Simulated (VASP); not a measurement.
Input of a VASP 6.6.1 run:

Contents of INCAR:

```
SYSTEM = GaAs
ALGO = Normal
EDIFF = 1E-7
EDIFFG = -0.005
ENCUT = 600
GGA = PS
IBRION = 2
ISIF = 3
ISMEAR = 0
KPAR = 2
LASPH = .TRUE.
LCHARG = .FALSE.
LREAL = .FALSE.
LWAVE = .FALSE.
NELM = 80
NSW = 90
PREC = Accurate
SIGMA = 0.03
```

File KPOINTS:

```
k-points
0
G
  10 10 10
  0 0 0
```

Contents of POSCAR:

```
GaAs                                    
1.0
   -0.0000000000      2.8313993251      2.8313993251
    2.8313993251      0.0000000000      2.8313993251
    2.8313993251      2.8313993251      0.0000000000
  Ga              As            
     1     1
Direct
     0.0000000000000000    0.0000000000000000    0.0000000000000000
     0.2500000000000000    0.2500000000000000    0.2500000000000000
```

Potentials or basis: VASP PAW PBE potentials, release 64 (Ga_d, As).

Command:

```console
$ cat potpaw_PBE.64/Ga_d/POTCAR potpaw_PBE.64/As/POTCAR > POTCAR
$ mpirun -np 2 vasp_std > vasp.out
```

(1) What does it give for the band gap on the k mesh?

Answers

(1) 0.42 eV, direct.

Caveat: the relaxation stopped at its first step, so nothing moved.
